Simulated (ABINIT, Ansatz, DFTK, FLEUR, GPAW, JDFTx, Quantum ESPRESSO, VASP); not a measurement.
**One calculation of MoS2, 8 ways**

```xyz
6
Lattice="3.1690 0.0000 0.0000 -1.5845 2.7444 0.0000 0.0000 0.0000 12.3240" Properties=species:S:1:pos:R:3 pbc="T T T"
Mo    1.5845    0.9148    9.2430
Mo    0.0000    1.8296    3.0810
S     1.5845    0.9148    4.6461
S     0.0000    1.8296   10.8081
S     1.5845    0.9148    1.5159
S     0.0000    1.8296    7.6779
```

Alike in all runs: task single point; functional PBE; k mesh 10 × 10 × 3; occupations fermi-dirac, width 0.05 eV; no spin polarisation; no spin-orbit coupling. Pressure is positive in compression and, in plane waves, holds the error of the finite cutoff, which Ansatz's Pulay term estimates and takes out.

| program and potentials | plane-wave cutoff (eV) | notes | pressure (GPa) | largest force (eV/Å) |
| --- | --- | --- | --- | --- |
| GPAW, GPAW PAW data sets (gpaw-data 1.2.1) | 600 | - | 1.94 | 0.057 |
| JDFTx, PseudoDojo-SR-PBE-0.5-standard | 1088 | - | 2.05 | 0.056 |
| DFTK, PseudoDojo SR PBE 0.4.1 standard (PBE) | 1088 | - | 2.04 | 0.057 |
| VASP, PBE PAW files Mo_sv, S, 520 eV | 520 | - | 1.86 | 0.078 |
| FLEUR, all-electron, FLAPW | - | - | - | 0.056 |
| Quantum ESPRESSO, SSSP 1.3 efficiency PBE | 816 | - | 1.91 | 0.066 |
| Ansatz, Ansatz PAW (earlier soft set) | 420 | Pulay term of +0.03 GPa included | 1.99 | 0.065 |
| ABINIT, JTH PAW PBE v2.0 | 544 | - | 2.02 | 0.060 |

Force on atom 3 (S), eV/Å:

```tsv
program and potentials	x	y	z
GPAW, GPAW PAW data sets (gpaw-data 1.2.1)	0.000	0.000	-0.057
JDFTx, PseudoDojo-SR-PBE-0.5-standard	0.000	0.000	-0.056
DFTK, PseudoDojo SR PBE 0.4.1 standard (PBE)	0.000	0.000	-0.057
VASP, PBE PAW files Mo_sv, S, 520 eV	0.000	0.000	-0.078
FLEUR, all-electron, FLAPW	0.000	0.000	-0.056
Quantum ESPRESSO, SSSP 1.3 efficiency PBE	0.000	0.000	-0.066
Ansatz, Ansatz PAW (earlier soft set)	0.000	0.000	-0.065
ABINIT, JTH PAW PBE v2.0	0.000	0.000	-0.060
```

The pressure spans 1.86 (VASP, PBE PAW files Mo_sv, S, 520 eV) to 2.05 GPa (JDFTx, PseudoDojo-SR-PBE-0.5-standard).

Differences between rows come from potentials, basis sets and numerical settings, since the functional is the same but for its coding. Runs on potential files found faulty are left out.
